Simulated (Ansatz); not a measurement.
# Si2Mo: the cost of one run

Program: Ansatz 0.2.0. Level of theory: DFT PBEsol, scalar-relativistic, plane waves, PAW. These are calculated values, not measurements.

2 further runs of the same task are left out: 2 set aside as unsound or not needed. Runs told in other sessions of the task aren't counted.

### 1 The system as given

The structure is tetragonal, space group I4/mmm (No. 139). The conventional cell has a = 3.190 Å, b = 3.190 Å, c = 7.821 Å, α = 90.00°, β = 90.00°, γ = 90.00°. Si (site symmetry 4mm) has 5 Si at 2.58 to 2.62 Å and 5 Mo at 2.60 to 2.62 Å in its first shell of neighbours. Around Mo (site symmetry 4/mmm) lie 10 Si at 2.60 to 2.62 Å.

Coordinates:

```cif
data_structure
_symmetry_space_group_name_H-M 'P 1'
_symmetry_Int_Tables_number 1
_cell_length_a 4.5146
_cell_length_b 4.5146
_cell_length_c 4.5146
_cell_angle_alpha 138.621
_cell_angle_beta 138.621
_cell_angle_gamma 59.953
_cell_volume 39.80
loop_
_atom_site_label
_atom_site_type_symbol
_atom_site_fract_x
_atom_site_fract_y
_atom_site_fract_z
_atom_site_occupancy
Si1 Si 0.33506 0.33506 0.00000 1
Si2 Si 0.66494 0.66494 0.00000 1
Mo1 Mo 0.00000 0.00000 0.00000 1
```

This cell was relaxed beforehand with the same method: volume 13.27 Å³/atom, gap on the mesh none (metal).

### 2 Zero of energy

Reference values: F = -6142.2680 eV; pressure -0.01 GPa; largest force 0.004 eV/Å; gap on the mesh none (metal). It was computed beforehand with the settings of the runs below.

### 3 Setting up a frozen normal mode

Mode 7 of the phonon run on this cell, counted from the lowest, is frozen in: each atom moves by x times its row below, so x is the largest displacement.

```
atom      ux     uy     uz
 Si1  -1.000  0.000  0.000
 Si2   1.000  0.000  0.000
 Mo3   0.000  0.000  0.000
```

### 4 Point x = -0.200 Å

The input, input.yaml:

```yaml
crystal:
  lattice:
    - [-1.5950350805, 1.5950350805, 3.910692]
    - [1.5950350805, -1.5950350805, 3.910692]
    - [1.5950350805, 1.5950350805, -3.910692]
  atoms:
    - { symbol: Si, position: [0.3350596655, 0.3977542114, 0.0626945459] }
    - { symbol: Si, position: [0.6649403345, 0.6022457886, -0.0626945459] }
    - { symbol: Mo, position: [0.0, 0.0, 0.0] }
basis:
  ecutwfc: 420
kpoints:
  mp_grid: { grid: [20, 20, 20] }
hamiltonian:
  xc: pbesol
scf:
  occupations: { method: gaussian, width: 0.15 }
output:
  forces: true
  stress: true
  eigenvalues: true
```

The run is started by

```console
ansatz run input.yaml --threads 2 --pin off --max-ram 5120MiB --backend cpu --events-out ev --progress --plain --runs-dir out
```

What time and memory should one allow on 2 threads of Arm Neoverse V2, shared host?

About 28 s, with a peak of 1.2 GiB.
